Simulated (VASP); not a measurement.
# KTaO3 (Pm-3m) in VASP: further runs

One crystal, KTaO3, is run at these levels: LDA, PBE; tasks: band structure.

Program: VASP 6.6.1. These are calculated values, not measurements. Logs are shortened: lines on timing, memory, paths and dates and some standing lists are left out, and cuts for length are marked.

**1. Starting point**

The structure is cubic, space group Pm-3m (No. 221). Conventional cell: a = 3.988 Å, b = 3.988 Å, c = 3.988 Å, α = 90.00°, β = 90.00°, γ = 90.00°. Ta (site symmetry m-3m) is surrounded by 6 O at 1.99 Å. K (site symmetry m-3m) has 12 O at 2.82 Å as nearest neighbours. Around O (site symmetry 4/mmm) lie 2 Ta at 1.99 Å.

**2. Band structure, LDA**

POSCAR

```
KTaO3
1.0
    3.9883000000      0.0000000000      0.0000000000
    0.0000000000      3.9883000000      0.0000000000
    0.0000000000      0.0000000000      3.9883000000
Ta K O
1 1 3
Direct
    0.0000000000      0.0000000000      0.0000000000
    0.5000000000      0.5000000000      0.5000000000
    0.0000000000      0.0000000000      0.5000000000
    0.0000000000      0.5000000000      0.0000000000
    0.5000000000      0.0000000000      0.0000000000
```

INCAR.step1

```
PREC = Accurate ; ENCUT = 520
EDIFF = 1E-6 ; ISMEAR = 0
SIGMA = 0.02 ; LREAL = False
LASPH = True ; NELM = 100
ALGO = Normal ; ISIF = 2
LWAVE = False ; LCHARG = True
LMAXMIX = 4 ; KPAR = 2
```

KPOINTS.step1

```
Automatic mesh
0
Gamma
  8 8 8
```

INCAR.step2

```
PREC = Accurate ; ENCUT = 520
EDIFF = 1E-6 ; ISMEAR = 0
SIGMA = 0.05 ; LREAL = False
LASPH = True ; NELM = 100
ALGO = Normal ; ISIF = 2
LWAVE = False ; LCHARG = False
LMAXMIX = 4 ; ICHARG = 11
KPAR = 2
```

KPOINTS.step2

```
path GXMGRX,MR
15
line-mode
reciprocal
 0.0000000000  0.0000000000  0.0000000000  G
 0.0000000000  0.5000000000  0.0000000000  X

 0.0000000000  0.5000000000  0.0000000000  X
 0.5000000000  0.5000000000  0.0000000000  M

 0.5000000000  0.5000000000  0.0000000000  M
 0.0000000000  0.0000000000  0.0000000000  G

 0.0000000000  0.0000000000  0.0000000000  G
 0.5000000000  0.5000000000  0.5000000000  R

 0.5000000000  0.5000000000  0.5000000000  R
 0.0000000000  0.5000000000  0.0000000000  X

 0.5000000000  0.5000000000  0.0000000000  M
 0.5000000000  0.5000000000  0.5000000000  R
```

Potentials or basis: VASP PAW LDA potentials, release 64 (Ta_pv, K_sv, O).

Started as:

```
$ cat potpaw_LDA.64/Ta_pv/POTCAR potpaw_LDA.64/K_sv/POTCAR potpaw_LDA.64/O/POTCAR > POTCAR
$ cp INCAR.step1 INCAR
$ cp KPOINTS.step1 KPOINTS
$ mpirun -np 2 vasp_std > vasp.out
$ cp INCAR.step2 INCAR
$ cp KPOINTS.step2 KPOINTS
$ mpirun -np 2 vasp_std > vasp.out
```

OUTCAR:

```text
PREC = Accurate
   ENCUT = 520
   EDIFF = 1E-6
   ISMEAR = 0
   LREAL = False
   LASPH = True
   NELM = 100
   ISIF = 2
   ICHARG = 11

 ion  position               nearest neighbor table
   1  0.000  0.000  0.000-   3 1.99   4 1.99   5 1.99   3 1.99   4 1.99   5 1.99   2 3.45   2 3.45
                             2 3.45   2 3.45   2 3.45   2 3.45   2 3.45   2 3.45
   2  0.500  0.500  0.500-   3 2.82   4 2.82   5 2.82   4 2.82   5 2.82   3 2.82   5 2.82   5 2.82
                             3 2.82   4 2.82   4 2.82   3 2.82   1 3.45   1 3.45   1 3.45   1 3.45
   3  0.000  0.000  0.500-   1 1.99   1 1.99   2 2.82   2 2.82   2 2.82   2 2.82
   4  0.000  0.500  0.000-   1 1.99   1 1.99   2 2.82   2 2.82   2 2.82   2 2.82
   5  0.500  0.000  0.000-   1 1.99   1 1.99   2 2.82   2 2.82   2 2.82   2 2.82

  LATTYP: Found a simple cubic cell.
 ALAT       =     3.9883000000

  Lattice vectors:

 A1 = (   3.9883000000,   0.0000000000,   0.0000000000)
 A2 = (   0.0000000000,   3.9883000000,   0.0000000000)
 A3 = (   0.0000000000,   0.0000000000,   3.9883000000)

Analysis of symmetry for initial positions (statically):
=====================================================================
 Subroutine PRICEL returns:
 Original cell was already a primitive cell.

 Routine SETGRP: Setting up the symmetry group for a
 simple cubic supercell.

 Subroutine GETGRP returns: Found 48 space group operations
 (whereof 48 operations were pure point group operations)
 out of a pool of 48 trial point group operations.

The static configuration has the point symmetry O_h .

Analysis of symmetry for dynamics (positions and initial velocities):
=====================================================================
 Subroutine PRICEL returns:
 Original cell was already a primitive cell.

 Routine SETGRP: Setting up the symmetry group for a
 simple cubic supercell.

 Subroutine GETGRP returns: Found 48 space group operations
 (whereof 48 operations were pure point group operations)
 out of a pool of 48 trial point group operations.

The dynamic configuration has the point symmetry O_h .

 Subroutine INISYM returns: Found 48 space group operations
 (whereof 48 operations are pure point group operations),
 and found     1 'primitive' translations

----------------------------------------------------------------------------------------

                                     Primitive cell
[... 88 lines left out ...]
   LREAL  =      F    real-space projection
   EDIFFG = 0.1E-04   stopping-criterion for IOM
   NSW    =      0    number of steps for IOM
   IBRION =     -1    ionic relax: 0-MD 1-quasi-New 2-CG
   NFREE  =      0    steps in history (QN), initial steepest desc. (CG)
   ISIF   =      2    stress and relaxation
   ISYM   =      2    0-nonsym 1-usesym 2-fastsym
   POTIM  = 0.5000    time-step for ionic-motion
   TEBEG  =    0.0;   TEEND  =   0.0 temperature during run
   PSTRESS=    0.0 pullay stress
   NELECT =      38.0000    total number of electrons
   NUPDOWN=      -1.0000    fix difference up-down
   EMIN   =  10.00;   EMAX   =-10.00  energy-range for DOS
   EFERMI =   0.00;   METHOD = LEGACY
   ISMEAR =     0;   SIGMA  =   0.05  broadening in eV -4-tet -1-fermi 0-gaus
   EFERMI_NEDOS =   21; number of points for ismear=-14 and -15
   IALGO  =     38    algorithm
   IMIX   =      4    mixing-type and parameters
     AMIX     =   0.40;   BMIX     =  1.00
     AMIX_MAG =   1.60;   BMIX_MAG =  1.00
  volume/ion in A,a.u.               =      12.69        85.62
  Fermi-wavevector in a.u.,A,eV,Ry     =   1.380008  2.607837 25.911228  1.904422
  Thomas-Fermi vector in A             =   2.504925
   LORBIT       =      0    0 simple, 1 ext, 2 COOP (PROOUT), +10 PAW based schemes
   GGA     = CA    functional components
   LHFCALC =     F    Hartree Fock is set to
   AEXX    =    0.0000 exact exchange contribution
   IVDW    =     0    specifies the selected vdW correction
   LEPSILON=     F    determine dielectric tensor
   LRPA    =     F    only Hartree local field effects (RPA)
 non-spin polarized calculation
 Gauss-broadening in eV      SIGMA  =   0.05
  energy-cutoff  :      520.00
  volume of cell :       63.44
 maximum number of plane-waves:      1743
 NGX is ok and might be reduce to    30

 number of electron      37.9999975 magnetization

 Free energy of the ion-electron system (eV)
  ---------------------------------------------------
  ext. energy  EPLUGINS =         0.00000000
  ---------------------------------------------------
  free energy    TOTEN  =       -43.79229445 eV

  energy without entropy =      -43.79229445  energy(sigma->0) =      -43.79229445

 E-fermi :   1.7903     XC(G=0): -11.4295

 val. band max:        1.5230212061   @ k =   0.5000   0.5000   0.5000
 cond. band min:       3.5440125141   @ k =   0.0000   0.0000   0.0000
 fundamental gap:      2.0209913080
 Fermi energy:         1.7902553959

 k-point     1 :       0.0000    0.0000    0.0000
  band No.  band energies     occupation
      1     -32.3888      2.00000
      2     -32.3888      2.00000
      3     -32.3888      2.00000
      4     -25.3507      2.00000
      5     -15.7349      2.00000
      6     -14.9958      2.00000
[... 613 lines left out ...]
     22       7.1068      0.00000
     23       9.0910      0.00000

 [... further k-points ...]

------------------------ aborting loop because EDIFF is reached ----------------------------------------

  FORCE on cell =-STRESS in cart. coord.  units (eV):
  Direction    XX          YY          ZZ          XY          YZ          ZX
  --------------------------------------------------------------------------------------
  -------------------------------------------------------------------------------------
  Total        3.2710005      3.2710005      3.2710005     -0.0000000     -0.0000000     -0.0000000
  in kB       82.6090711     82.6090711     82.6090711     -0.0000000     -0.0000000     -0.0000000
  external PRESSURE =      82.6090711 kB  Pullay stress =       0.0000000 kB

 VOLUME and BASIS-vectors are now :
 -----------------------------------------------------------------------------
  energy-cutoff  :      520.00
  volume of cell :       63.44
      direct lattice vectors                 reciprocal lattice vectors
     3.988300000  0.000000000  0.000000000     0.250733395  0.000000000  0.000000000
     0.000000000  3.988300000  0.000000000     0.000000000  0.250733395  0.000000000
     0.000000000  0.000000000  3.988300000     0.000000000  0.000000000  0.250733395

 POSITION                                       TOTAL-FORCE (eV/Angst)
 -----------------------------------------------------------------------------------
      0.00000      0.00000      0.00000         0.000000      0.000000      0.000000
      1.99415      1.99415      1.99415         0.000000      0.000000      0.000000
      0.00000      0.00000      1.99415         0.000000      0.000000      0.000000
      0.00000      1.99415      0.00000         0.000000      0.000000      0.000000
      1.99415      0.00000      0.00000         0.000000      0.000000      0.000000
 -----------------------------------------------------------------------------------
    total drift:                                0.000000     -0.000000      0.000000

  FREE ENERGIE OF THE ION-ELECTRON SYSTEM (eV)
  ---------------------------------------------------
  free  energy   TOTEN  =       -43.7922944542 eV

  energy  without entropy=      -43.7922944542  energy(sigma->0) =      -43.79229445
```

OUTCAR.step1:

```text
PREC = Accurate
   ENCUT = 520
   EDIFF = 1E-6
   ISMEAR = 0
   LREAL = False
[... 859 lines left out ...]
      1.99415      1.99415      1.99415         0.000000      0.000000      0.000000
      0.00000      0.00000      1.99415         0.000000      0.000000      0.000000
      0.00000      1.99415      0.00000         0.000000      0.000000      0.000000
      1.99415      0.00000      0.00000         0.000000      0.000000      0.000000
 -----------------------------------------------------------------------------------
    total drift:                                0.000000     -0.000000      0.000000

  FREE ENERGIE OF THE ION-ELECTRON SYSTEM (eV)
  ---------------------------------------------------
  free  energy   TOTEN  =       -45.0416644838 eV

  energy  without entropy=      -45.0416644838  energy(sigma->0) =      -45.04166448
```

OSZICAR.step1:

```text
N       E                     dE             d eps       ncg     rms          rms(c)
DAV:   1     0.333428459979E+03    0.33343E+03   -0.21102E+04  1610   0.166E+03
DAV:   2    -0.333353505258E+02   -0.36676E+03   -0.35954E+03  1936   0.466E+02
DAV:   3    -0.525667354579E+02   -0.19231E+02   -0.19182E+02  2174   0.103E+02
DAV:   4    -0.533545148830E+02   -0.78778E+00   -0.78724E+00  2805   0.141E+01
DAV:   5    -0.533593561406E+02   -0.48413E-02   -0.48411E-02  2142   0.102E+00    0.358E+01
DAV:   6    -0.454015785057E+02    0.79578E+01   -0.43013E+01  2029   0.458E+01    0.145E+01
DAV:   7    -0.451408759729E+02    0.26070E+00   -0.24952E+00  2143   0.107E+01    0.923E+00
DAV:   8    -0.450496392680E+02    0.91237E-01   -0.36097E-01  2123   0.522E+00    0.123E+00
DAV:   9    -0.450428825112E+02    0.67568E-02   -0.24688E-02  2214   0.123E+00    0.225E-01
DAV:  10    -0.450416665820E+02    0.12159E-02   -0.81562E-03  2222   0.646E-01    0.632E-02
DAV:  11    -0.450416622649E+02    0.43170E-05   -0.58712E-04  2155   0.178E-01    0.233E-02
DAV:  12    -0.450416650669E+02   -0.28019E-05   -0.22395E-05  2501   0.353E-02    0.683E-03
DAV:  13    -0.450416644838E+02    0.58307E-06   -0.22601E-06  1644   0.136E-02
   1 F= -.45041664E+02 E0= -.45041664E+02  d E =-.496528E-21
```

It took 28 s on 2 MPI ranks of AMD EPYC 9R45 (Zen 5), shared host; peak memory 0.21 GiB.

What came out:

- Band gap on the k mesh: 2.02 eV, indirect (least direct gap 2.65 eV)
- Band gap along the path: 2.02 eV, indirect (least direct gap 2.65 eV)

Levels at the corners of the path, in eV from the valence-band top:
| point | band 15 | band 16 | band 17 | band 18 | band 19 | band 20 | band 21 | band 22 | band 23 |
| --- | --- | --- | --- | --- | --- | --- | --- | --- | --- |
| Γ | -1.08 | -1.08 | -0.63 | -0.63 | -0.63 | 2.02 | 2.02 | 2.02 | 6.40 |
| X | -2.34 | -2.19 | -1.57 | -0.86 | -0.86 | 2.19 | 4.93 | 4.93 | 6.80 |
| X | -2.34 | -2.19 | -1.57 | -0.86 | -0.86 | 2.19 | 4.93 | 4.93 | 6.80 |
| M | -2.90 | -1.65 | -1.45 | -1.45 | -0.04 | 4.97 | 4.97 | 6.25 | 7.65 |
| M | -2.90 | -1.65 | -1.45 | -1.45 | -0.04 | 4.97 | 4.97 | 6.25 | 7.65 |
| Γ | -1.08 | -1.08 | -0.63 | -0.63 | -0.63 | 2.02 | 2.02 | 2.02 | 6.38 |
| Γ | -1.08 | -1.08 | -0.63 | -0.63 | -0.63 | 2.02 | 2.02 | 2.02 | 6.70 |
| R | -3.95 | -3.95 | 0.00 | 0.00 | 0.00 | 6.40 | 6.40 | 6.40 | 8.72 |
| R | -3.95 | -3.95 | 0.00 | 0.00 | 0.00 | 6.40 | 6.40 | 6.40 | 8.72 |
| X | -2.34 | -2.19 | -1.57 | -0.86 | -0.86 | 2.19 | 4.93 | 4.93 | 6.80 |
| M | -2.90 | -1.65 | -1.45 | -1.45 | -0.04 | 4.97 | 4.97 | 6.25 | 7.65 |
| R | -3.95 | -3.95 | 0.00 | 0.00 | 0.00 | 6.40 | 6.40 | 6.40 | 8.72 |

Caveat: the log is that of the step along the path at fixed density, whose energy, stress, charges and moments have no meaning; spin-orbit coupling is left out, which moves the levels of the heavy elements. A hybrid or GW would open this gap; LDA tends to underestimate it.

**3. Band structure, PBE**

POSCAR is that of step 2.

Changes to INCAR.step1 since step 2:

```diff
@@ -6,2 +6,3 @@
 LWAVE = False ; LCHARG = True
-LMAXMIX = 4 ; KPAR = 2
+LMAXMIX = 4 ; GGA = PE
+KPAR = 2
```

KPOINTS.step1 is that of step 2.

Changes to INCAR.step2 since step 2:

```diff
@@ -6,3 +6,3 @@
 LWAVE = False ; LCHARG = False
-LMAXMIX = 4 ; ICHARG = 11
-KPAR = 2
+LMAXMIX = 4 ; GGA = PE
+ICHARG = 11 ; KPAR = 2
```

KPOINTS.step2 is that of step 2.

Potentials or basis: VASP PAW PBE potentials, release 64 (Ta_pv, K_sv, O).

Started as:

```
$ cat potpaw_PBE.64/Ta_pv/POTCAR potpaw_PBE.64/K_sv/POTCAR potpaw_PBE.64/O/POTCAR > POTCAR
$ cp INCAR.step1 INCAR
$ cp KPOINTS.step1 KPOINTS
$ mpirun -np 2 vasp_std > vasp.out
$ cp INCAR.step2 INCAR
$ cp KPOINTS.step2 KPOINTS
$ mpirun -np 2 vasp_std > vasp.out
```

Wall time 29 s (2 MPI ranks of AMD EPYC 9R45 (Zen 5), shared host); peak memory 0.23 GiB.

Results (log left out):

| Property | Result |
| --- | --- |
| Band gap on the k mesh | 2.18 eV, indirect (least direct gap 2.80 eV) |
| Band gap along the path | 2.18 eV, indirect (least direct gap 2.80 eV) |

Levels at the corners of the path, in eV from the valence-band top:
| point | band 17 | band 18 | band 19 | band 20 | band 21 | band 22 |
| --- | --- | --- | --- | --- | --- | --- |
| Γ | -0.62 | -0.62 | -0.62 | 2.18 | 2.18 | 2.18 |
| X | -1.51 | -0.85 | -0.85 | 2.33 | 5.02 | 5.02 |
| X | -1.51 | -0.85 | -0.85 | 2.33 | 5.02 | 5.02 |
| M | -1.43 | -1.43 | -0.04 | 5.06 | 5.06 | 6.34 |
| M | -1.43 | -1.43 | -0.04 | 5.06 | 5.06 | 6.34 |
| Γ | -0.62 | -0.62 | -0.62 | 2.18 | 2.18 | 2.18 |
| Γ | -0.62 | -0.62 | -0.62 | 2.18 | 2.18 | 2.18 |
| R | 0.00 | 0.00 | 0.00 | 6.48 | 6.48 | 6.48 |
| R | 0.00 | 0.00 | 0.00 | 6.48 | 6.48 | 6.48 |
| X | -1.51 | -0.85 | -0.85 | 2.33 | 5.02 | 5.02 |
| M | -1.43 | -1.43 | -0.04 | 5.06 | 5.06 | 6.34 |
| R | 0.00 | 0.00 | 0.00 | 6.48 | 6.48 | 6.48 |

Caveat: the log is that of the step along the path at fixed density, whose energy, stress, charges and moments have no meaning; spin-orbit coupling is left out, which moves the levels of the heavy elements. Expect the measured gap to be larger: semilocal functionals such as PBE lack the derivative discontinuity.
